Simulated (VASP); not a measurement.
# From VASP inputs to Ansatz: ZnS (rocksalt)

INCAR

```
PREC = Accurate
LWAVE = .FALSE.
METAGGA = R2SCAN
NSW = 0
ISIF = 2
LCHARG = .FALSE.
ISMEAR = -1
NBANDS = 16
LASPH = .TRUE.
LREAL = .FALSE.
ALGO = Normal
NELM = 120
ENCUT = 520
EDIFF = 1E-7
IBRION = -1
SIGMA = 0.02
```

KPOINTS

```
KPOINTS created by Atomic Simulation Environment
0
Gamma
8 8 8
0 0 0
```

KPOINTS_OPT

```
special points
7
Reciprocal
0.0000000000 0.0000000000 0.0000000000 1
0.5000000000 0.0000000000 0.5000000000 1
0.5000000000 0.2500000000 0.7500000000 1
0.3750000000 0.3750000000 0.7500000000 1
0.5000000000 0.5000000000 0.5000000000 1
0.6250000000 0.2500000000 0.6250000000 1
0.1875000000 0.1875000000 0.3750000000 1
```

POSCAR

```
Zn S
 1.0000000000000000
    -0.0000000000000000    2.5310225612670805    2.5310225612670805
     2.5310225612670805   -0.0000000000000000    2.5310225612670805
     2.5310225612670805    2.5310225612670805   -0.0000000000000000
 Zn  S
   1   1
Cartesian
  0.0000000000000000  0.0000000000000000 -0.0000000000000000
  2.5310225612670805  2.5310225612670805  2.5310225612670805
```

VASP ran with the recommended PBE PAW datasets (18 valence electrons in the cell).

Q: Translate these files to an Ansatz input.

A: 

```yaml
crystal:
  lattice:
    - [0.0, 2.5310225613, 2.5310225613]
    - [2.5310225613, 0.0, 2.5310225613]
    - [2.5310225613, 2.5310225613, 0.0]
  atoms:
    - { symbol: Zn, position: [0.0, 0.0, 0.0] }
    - { symbol: S, position: [0.5, 0.5, 0.5] }
kpoints:
  mp_grid: { grid: [8, 8, 8] }
  band_path:
    path:
      - [0.0, 0.0, 0.0]
      - [0.5, 0.0, 0.5]
      - [0.5, 0.25, 0.75]
      - [0.375, 0.375, 0.75]
      - [0.5, 0.5, 0.5]
      - [0.625, 0.25, 0.625]
      - [0.1875, 0.1875, 0.375]
    npoints: 1
hamiltonian:
  xc: r2scan
scf:
  occupations: { method: fermi_dirac, width: 0.02 }
  n_extra_bands: 4
output:
  forces: true
  stress: true
  eigenvalues: true
```

Other inputs would serve too.

|  | VASP | Ansatz |
| --- | --- | --- |
| gap between bands v and c | 0.12 eV | 0.13 eV |
| least direct gap | 2.77 eV | 2.78 eV |
| pressure | 0.2 GPa | 0.0 GPa |

The two codes use different PAW datasets and cutoffs. VASP's cell holds 18 valence electrons and Ansatz's 18. Ansatz's stress includes a Pulay correction; VASP's doesn't.
